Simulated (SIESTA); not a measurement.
Crystal: ZnS (Wurtzite-2H).

```
CELL_PARAMETERS angstrom
3.81100 0.00000 0.00000
-1.90550 3.30042 0.00000
0.00000 0.00000 6.23400
ATOMIC_POSITIONS crystal
Zn 0.66667 0.33333 0.50000
Zn 0.33333 0.66667 0.00000
S 0.66667 0.33333 0.88500
S 0.33333 0.66667 0.38500
```

Base run:

| Quantity | Value |
| --- | --- |
| Program | SIESTA 5.4.2 |
| Functional | LDA |
| Potentials or basis | PseudoDojo 0.4 standard (LDA files) |
| Basis | DZP (energy shift 0.002 Ry) |
| Grid cutoff | 800 Ry |
| Energy shift | 0.002 Ry |
| k mesh | 8 × 8 × 5 |
| Occupations | fermi-dirac, width 0.05 eV |
| Spin | no spin polarisation |

Its results: band gap on the k mesh 2.62 eV, direct; pressure -2.0 GPa; largest force 0.317 eV/Å.

The run is repeated on the same cell with these changes: functional from LDA to AM05; potentials or basis from PseudoDojo 0.4 standard (LDA files) to PseudoDojo 0.4 standard (PBEsol files). What comes out?

Band gap on the k mesh 2.80 eV, direct; pressure 0.9 GPa; largest force 0.326 eV/Å.

Caveats: semicore shells carry a single zeta, which can move pressures by several GPa and volumes by a few percent; the valence orbitals were made in a potential fitted to the semicore shell under them, which widens gaps by tenths of an eV or more; the basis of atomic orbitals isn't converged, which shifts pressures, moduli and gaps; the potentials were made for another functional, which shifts forces and pressure (some runs).

Not every run made on this cell is shown here.
